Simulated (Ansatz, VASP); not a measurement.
## One calculation of Zr, two programs

File INCAR:

```
SYSTEM = Zr
PREC = Accurate
ENCUT = 520
EDIFF = 1E-7
ISMEAR = -1
SIGMA = 0.08
LREAL = .False.
LASPH = .True.
NELM = 100
ALGO = Normal
ISIF = 2
LWAVE = .False.
LCHARG = .False.
GGA = PE
NBANDS = 19
```

The input KPOINTS:

```
regular mesh
0
Gamma
  11 11 11
  0 0 0
```

File POSCAR:

```
Zr
1.0
    0.0000000000      2.7622963560      2.7622963560
    2.7622963560      0.0000000000      2.7622963560
    2.7622963560      2.7622963560      0.0000000000
Zr
2
Direct
   -0.1250000000     -0.1250000000     -0.1250000000
    0.1250000000      0.1250000000      0.1250000000
```

Input for Ansatz:

```yaml
crystal:
  lattice:
    - [0.0, 2.762296356, 2.762296356]
    - [2.762296356, 0.0, 2.762296356]
    - [2.762296356, 2.762296356, 0.0]
  atoms:
    - { symbol: Zr, position: [-0.125, -0.125, -0.125] }
    - { symbol: Zr, position: [0.125, 0.125, 0.125] }
kpoints:
  mp_grid: { grid: [11, 11, 11] }
scf:
  occupations: { method: fermi_dirac, width: 0.08 }
hamiltonian:
  xc: pbe
  pseudopotentials: { kind: nc }
output:
  forces: true
  stress: true
  eigenvalues: true
```

Change from the starting cell: volume scaled by 0.68, norm-conserving files.

Alike in both runs: task single point; functional PBE; k mesh 11 × 11 × 11; occupations fermi-dirac, width 0.08 eV; no spin polarisation.

|  | VASP | Ansatz |
| --- | --- | --- |
| version | VASP 6.6.1 | Ansatz 0.2.0 |
| potentials or method | VASP PAW PBE potentials, release 64 (Zr_sv) | norm-conserving pseudopotentials, scalar-relativistic |
| plane-wave cutoff (eV) | 520 | 898 |
| valence electrons in the cell | 24 | 24 |

|  | VASP | Ansatz | Ansatz less VASP |
| --- | --- | --- | --- |
| pressure (GPa) | 27.3 | 26.7 | -0.58 |

Caveats: so large a pressure means that the cell lies far from this level's equilibrium, or that cutoff or potentials fall short (VASP).
